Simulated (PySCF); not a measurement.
# Reproducing measurements on C3H4N2

**What was measured.**

From NIST CCCBDB Release 22 (SRD 101), experimental dipoles, for the gas: dipole moment (vibrational ground state) 3.667 D.

The results are set against them at the end.

C₃H₄N₂.
SMILES with atom numbers: `[cH:1]1[cH:2][nH:3][cH:4][n:5]1` (hydrogens: H6 on C1; H7 on C2; H8 on N3; H9 on C4)

Geometry (GFN2-xTB, Å), atoms numbered from 1 in this order:
```xyz
9
C3H4N2 angstrom
C     -0.8033   -0.9259    0.0733
C     -0.8837    0.4085   -0.1991
N      0.3977    0.8777   -0.1230
C      1.1814   -0.1831    0.1881
N      0.4875   -1.2768    0.3117
H     -1.5875   -1.6545    0.1137
H     -1.7137    1.0421   -0.4338
H      0.6917    1.8295   -0.2692
H      2.2434   -0.1115    0.3131
```

The PySCF runs (gas phase, on this GFN2-xTB geometry; no spin–orbit coupling):

```json
{"level": "PBE0/pcSseg-1", "job": "shieldings, ring-centre shieldings, charges and field gradients", "basis functions": "105", "wall time": "4.8 s"}
{"level": "B3LYP/pcJ-1", "job": "spin–spin couplings from 9 perturbed nuclei", "basis functions": "175", "wall time": "14 s"}
```

Hardware: x86-64 server, one thread, on a shared host.

## Comparison

**Dipole moment.** Measured: 3.667 D (NIST CCCBDB Release 22 (SRD 101), experimental dipoles).

```
        level  computed (D)  computed − measured (D)  % (from the printed values)
PBE0/pcSseg-1         3.806                   +0.139                           +4
  B3LYP/pcJ-1         3.792                   +0.125                           +3
```

Closest is B3LYP/pcJ-1 (+0.125 D), furthest PBE0/pcSseg-1 (+0.139 D); one molecule doesn't rank methods. The computed dipoles belong to one fixed geometry; measured ones are averaged over vibrations unless marked μe. Magnitudes are compared, not signs.

No measured geometry was used, and the causes of the misses weren't examined.
